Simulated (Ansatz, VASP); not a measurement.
KI: VASP beside Ansatz

```
K I
1.0
     4.25307    0.00000    0.00000
     0.00000    4.25307    0.00000
     0.00000    0.00000    4.25307
K I
1 1
Direct
  0.00000 0.00000 0.00000
  0.50000 0.50000 0.50000
```

Alike in both runs: task single point; functional PBE; k mesh 6 × 6 × 6; no spin polarisation.

|  | VASP | Ansatz |
| --- | --- | --- |
| version | VASP 6.6.1 | Ansatz 0.2.0 |
| potentials or method | VASP PAW PBE potentials, release 64 (K_sv, I) | plane waves, PAW |
| plane-wave cutoff (eV) | 520 | 420 |
| occupations | gaussian, width 0.01 eV | fixed |
| valence electrons in the cell | 16 | 26 |

|  | VASP | Ansatz | Ansatz less VASP |
| --- | --- | --- | --- |
| gap on the k mesh at the Fermi level (eV) | 3.40 | 3.40 | +0.004 |
| pressure (GPa) | 0.9 | 0.9 | -0.03 |

The two sets of potentials don't hold the same shells in valence.

Caveats: spin-orbit coupling is left out, which moves the levels of the heavy elements. A k mesh can miss the band edges. Expect the measured gap to be larger: semilocal functionals such as PBE lack the derivative discontinuity.
